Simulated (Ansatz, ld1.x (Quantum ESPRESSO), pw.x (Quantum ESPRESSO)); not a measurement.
Equation-of-state test of one PAW potential (lanthanum)

* Element: La
* Generator: ld1.x (Quantum ESPRESSO) 7.5
* Type: PAW
* Functional: PBE
* Relativity: scalar-relativistic
* Frozen core: [Kr] 4d10
* Valence charge: 11
* Reference configuration: 4f0 5s2 5p6 5d1 6s1.5 6p0.5
* Partial waves: 5s (bound): rcut 2.60, rcutus 3.00 bohr; 6s (bound): rcut 2.60, rcutus 3.00 bohr; 5p (bound): rcut 3.25, rcutus 3.45 bohr; 6p (bound): rcut 3.25, rcutus 3.45 bohr; 5d (bound): rcut 3.25, rcutus 3.55 bohr; 5d channel at 0.05 Ry: rcut 3.25, rcutus 3.55 bohr; 4f (bound, empty): rcut 1.65, rcutus 2.10 bohr; 4f channel at 2.1 Ry: rcut 1.65, rcutus 2.10 bohr
* Local potential: all-electron potential smoothed inside 3.45 bohr (lloc = -2)
* Core correction: Bessel-smoothed model core inside 1.15 bohr
* Augmentation charge: BESSEL, radius 1.75 bohr

Crystal test: diamond La in pw.x 7.5, no spin, 8³ k-points, Fermi–Dirac smearing 0.01 Ry, cutoffs 40/320 Ry. The reference is all-electron LAPW (Ansatz 0.2.0) with the same functional, mesh and smearing; V0 and B0 come from Birch–Murnaghan fits to the pressures at five volumes. Errors are pseudo minus all-electron; Δ is the rms difference of the E(V) curves that follow from these fits, minima aligned, over ±6 % about the mean V0. Mesh and smearing are coarse, so the numbers serve the comparison and aren't converged zero-temperature values; the lattice is a test structure that the element need not adopt.

```csv
V (Å³/atom),P all-electron (GPa),P pseudo (GPa)
35.737,2.39,8.90
36.678,1.07,6.52
37.618,-0.03,4.54
38.558,-0.94,2.92
39.499,-1.68,1.60
```

All-electron: a0 = 6.700 Å (V0 = 37.59 Å³/atom), B0 = 40.0 GPa.

Pseudopotential: mean pressure error (GPa): +4.74. The pressure does not cross zero within the volumes sampled, so no fit is given. The largest radius (3.55 bohr) exceeds half the bond length (2.74 bohr), so the spheres overlap, which is one possible source of error among others. This is a poor potential for the solid. Atomic configuration tests: test run stopped at test 4 of 7 (negative rho).

**Question.** At the middle volume, how do free energy and pressure move when the wave cutoff is lowered (ecutrho held at 320 Ry)?

**Answer.**

```json
{"cutoff (Ry)": "18", "shift of F (meV/atom)": "+343.4", "shift of P (GPa)": "-1.44"}
{"cutoff (Ry)": "24", "shift of F (meV/atom)": "+49.9", "shift of P (GPa)": "-1.08"}
{"cutoff (Ry)": "32", "shift of F (meV/atom)": "+1.2", "shift of P (GPa)": "+0.00"}
```

The run at the middle volume (29 k-points, 20 iterations) took about 2.3 min on one core of a shared host (Neoverse-V1, 32 threads, 247 GiB, load 27).
